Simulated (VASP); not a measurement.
Runs of VASP 6.6.1 on InP. The structure is cubic, space group F-43m (No. 216). The conventional cell has a = 5.861 Å, b = 5.861 Å, c = 5.861 Å, α = 90.00°, β = 90.00°, γ = 90.00°. In (site symmetry -43m) has 4 P at 2.54 Å as nearest neighbours. Around P (site symmetry -43m) lie 4 In at 2.54 Å. 

```tsv
level	potentials or basis	k mesh	cutoff (eV)	mesh quality	gap on the mesh (eV)	pressure (GPa)	relaxed volume (Å³/atom)
PBE+D3(BJ)	VASP PAW PBE potentials, release 64 (In_d, P)	8 × 8 × 8	600	not flagged	(b)	0.0	25.58
PBE	VASP PAW PBE potentials, release 64 (In_d, P)	8 × 8 × 8	600	not flagged	0.44	0.0	26.44
PBEsol	VASP PAW PBE potentials, release 64 (In_d, P)	8 × 8 × 8	600	not flagged	0.57	0.0	25.39
LDA	VASP PAW LDA potentials, release 64 (In_d, P)	8 × 8 × 8	600	not flagged	0.60	0.0	(d)
r2SCAN	VASP PAW PBE potentials, release 64 (In_d, P)	8 × 8 × 8	600	not flagged	1.04	0.0	(a)
PBE	VASP PAW PBE potentials, release 64 (In, P)	4 × 4 × 4	300	coarse	0.36	0.0	(c)
```

Alike in all rows: task relaxation of cell and atoms; no spin polarisation; cell relaxed; smearing gaussian 0.03 eV.

Estimate the missing entries.

(a) 25.73; (b) 0.62; (c) 27.01; (d) 24.75.

Caveats: some runs use coarse meshes; spin-orbit coupling is left out, which moves the levels of the heavy elements; the PAW data sets were made with another functional, which shifts forces and pressure a little (some runs); the cutoff is under 1.25 times the usual one of these potentials, so pressure, stress and relaxed cells hold a basis-set (Pulay) error (some runs).

A k mesh can miss the band edges, and the runs leave out spin-orbit coupling on In.

Not every run made on this cell is shown here.
